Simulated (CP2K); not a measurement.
The system is Ti.

```
Ti
1.0
     2.87085    0.00000    0.00000
     1.43543    2.48623    0.00000
     1.43543    0.82874    2.34404
Ti
1
Direct
  0.00000 0.00000 0.00000
```

This isn't the form of Ti at room conditions, which is hcp.

Base run:

* Program: CP2K 2026.2
* Functional: PBE
* Potentials or basis: POTENTIAL_UZH Ti GTH-PBE-q12; TZVP-MOLOPT-PBE-GTH basis
* Density cutoff: 6123 eV
* k mesh: 11 × 11 × 11
* Occupations: fermi-dirac, width 0.05 eV
* Spin: no spin polarisation

Its results: band gap on the k mesh none (metal or under the smearing width); pressure 4.2 GPa.

Question: The run is repeated on the same cell with these changes: functional from PBE to PBEsol. What comes out?

Answer: Band gap on the k mesh none (metal or under the smearing width); pressure -0.3 GPa.

PBEsol binds more tightly than PBE, so the same cell stands under less pressure.

Caveats: the basis of atomic orbitals isn't converged, which shifts pressures, moduli and gaps; the potentials were made for another functional, which shifts forces and pressure (some runs).
